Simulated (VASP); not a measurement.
# LiF: G0W0 on PBE

LiF, Fm-3m (no. 225), 2 atoms in the cell. PBE, GW; PAW potentials F_GW, Li_GW (PBE set).

GW scheme: G0W0; Iterations: 1; Orbital cutoff (eV): 500; Response cutoff (eV): 333; Frequency points: 48; Procedure: three steps, all bands.

## Input

INCAR.step1:
```
PREC = Accurate
ENCUT = 500
ISMEAR = 0
SIGMA = 0.05
LASPH = True
LREAL = False
GGA = PE
ALGO = Normal
EDIFF = 1E-8
NELM = 150
LWAVE = True
LCHARG = False
```

INCAR.step2, as INCAR.step1 but for:
```
- ALGO = Normal
- NELM = 150
+ ALGO = Exact
+ NELM = 1
+ ISTART = 1
+ NBANDS = 400
+ LOPTICS = True
```

INCAR.step3:
```
PREC = Accurate
ENCUT = 500
ISMEAR = 0
SIGMA = 0.05
LASPH = True
LREAL = False
GGA = PE
ALGO = EVGW0
NBANDS = 400
NBANDSGW = 8
ENCUTGW = 333
NOMEGA = 48
PRECFOCK = Fast
ISTART = 1
LWAVE = False
LCHARG = False
NELMGW = 1
```

KPOINTS:
```
k-points
0
Gamma
  2 2 2
```

POSCAR:
```
LiF
1.0
    0.0000000000      2.0140000000      2.0140000000
    2.0140000000      0.0000000000      2.0140000000
    2.0140000000      2.0140000000      0.0000000000
F Li
1 1
Direct
    0.5000000000      0.5000000000      0.5000000000
    0.0000000000      0.0000000000      0.0000000000
```

Commands (each step's output is kept before the next begins):
```
cat potpaw_PBE.64/F_GW/POTCAR potpaw_PBE.64/Li_GW/POTCAR > POTCAR
cp INCAR.step1 INCAR
mpirun -np 4 vasp_std > vasp.out
cp INCAR.step2 INCAR
mpirun -np 4 vasp_std > vasp.out
cp INCAR.step3 INCAR
mpirun -np 4 vasp_std > vasp.out
```

## Result

- Quasiparticle gap on the mesh (eV): 13.15
- Gap of the starting point on the mesh (eV): 8.89
- Quasiparticle gap at the zone centre (eV): 13.15
- Starting gap at the zone centre (eV): 8.89
- Correction of the gap between the band edges on the mesh (eV): 4.26
- Shift of the valence top (eV): -2.89
- Shift of the conduction bottom (eV): 1.37
- Z of the valence top at the zone centre: 0.80
- Static dielectric constant, RPA: 2.4

Levels near the gap:

| k point | band | start (eV) | quasiparticle (eV) |
|---|---|---|---|
| 0 0 0 | 1 | -22.95 | -28.48 |
| 0 0 0 | 2 | -2.92 | -5.81 |
| 0 0 0 | 3 | -2.92 | -5.81 |
| 0 0 0 | 4 | -2.92 | -5.81 |
| 0 0 0 | 5 | 5.97 | 7.34 |
| 0 0 0 | 6 | 20.75 | 22.87 |
| 0 0 0 | 7 | 20.75 | 22.87 |
| 0 0 0 | 8 | 20.75 | 22.87 |

Limits: the mesh is coarse: neither the gap nor the screening is converged.

VASP 6.6.1 took 5.1 s on 4 cores (Intel Xeon Platinum 8559C (Emerald Rapids)), a shared host.
